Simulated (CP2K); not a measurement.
Runs of CP2K 2026.2 on Ta. It takes space group P6_3/mmc (No. 194, hexagonal). The conventional cell has a = 2.900 Å, b = 2.900 Å, c = 5.166 Å, α = 90.00°, β = 90.00°, γ = 120.00°. Around Ta (site symmetry -6m2) lie 12 Ta at 2.90 to 3.08 Å. This isn't the form of Ta at room conditions, which is bcc.

| task | level | points a segment of the path (NPOINTS) | bands added on the path | cutoff of the non-local correlation (Ry) | gap on the mesh (eV) | pressure (GPa) |
| --- | --- | --- | --- | --- | --- | --- |
| band structure | LDA | 6 | 6 | - | none | -10.1 |
| single point | vdW-DF2 | - | - | 300 | none | (b) |
| band structure | HLE17 | 6 | 6 | - | none | -23.8 |
| single point | HLE16 | - | - | - | none | -40.6 |
| band structure | PBEsol | 6 | 6 | - | none | (a) |

Alike in all rows: potentials or basis POTENTIAL_UZH Ta GTH-PBE-q13; TZVP-MOLOPT-PBE-GTH basis; no spin polarisation; cell as given; k mesh 11 × 11 × 5; smearing fermi-dirac 0.05 eV.

Question: Estimate the missing entries.

Answer: (a) -7.0; (b) 7.5.

Caveats: the potentials were made for another functional, which shifts forces and pressure; the basis of atomic orbitals isn't converged, which shifts pressures, moduli and gaps; spin-orbit coupling is left out, which moves the levels of the heavy elements (some runs); the potentials were made for a functional far from this one (some runs); the cell as given lies far from equilibrium (some runs).

A k mesh can miss the band edges, and the runs leave out spin-orbit coupling on Ta.

A gap of «none» marks a metal or a gap under the smearing width.

Runs at the PBE level aren't shown here.
